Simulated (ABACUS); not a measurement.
Ge:

```xyz
2
Lattice="-2.5745 2.5745 1.3974 2.5745 -2.5745 1.3974 2.5745 2.5745 -1.3974" Properties=species:S:1:pos:R:3 pbc="T T T"
Ge    0.0000    0.0000    1.3974
Ge    2.5745    0.0000    0.6987
```

This isn't the form of Ge at room conditions, which is diamond.

| Quantity | Value |
| --- | --- |
| Program | ABACUS 3.10.1 |
| Task | single point |
| Functional | PBE |
| Potentials or basis | PseudoDojo NC SR 0.4.1 PBE standard |
| Cutoff | 1075 eV |
| Density cutoff | 4299 eV |
| Basis | plane waves |
| k mesh | 11 × 11 × 11 |
| Occupations | fermi-dirac, width 0.05 eV |
| Spin | no spin polarisation |

On this cell: pressure 3.3 GPa; largest force under 0.003 eV/Å; band gap on the k mesh none (metal or under the smearing width).

The same run follows on a disturbed copy (atoms moved at random, drawn with an rms of 0.05 Å):

```
CELL_PARAMETERS angstrom
-2.57449 2.57449 1.39741
2.57449 -2.57449 1.39741
2.57449 2.57449 -1.39741
ATOMIC_POSITIONS crystal
Ge 0.47893 0.47435 0.99328
Ge 0.24504 0.74252 0.50691
```

Task: What does the disturbed cell give?

Result: The energy (extrapolated to zero smearing) moves by +2.6 meV/atom; pressure 3.3 GPa; largest force 0.200 eV/Å; band gap on the k mesh none (metal or under the smearing width).

Forces on the atoms (eV/Å):
```
Ge   0.167  0.107  0.021
Ge  -0.167 -0.107 -0.021
```

Stress tensor (GPa, compression positive):
```
 3.89 -0.03  0.34
-0.03  3.06 -0.22
 0.34 -0.22  3.07
```
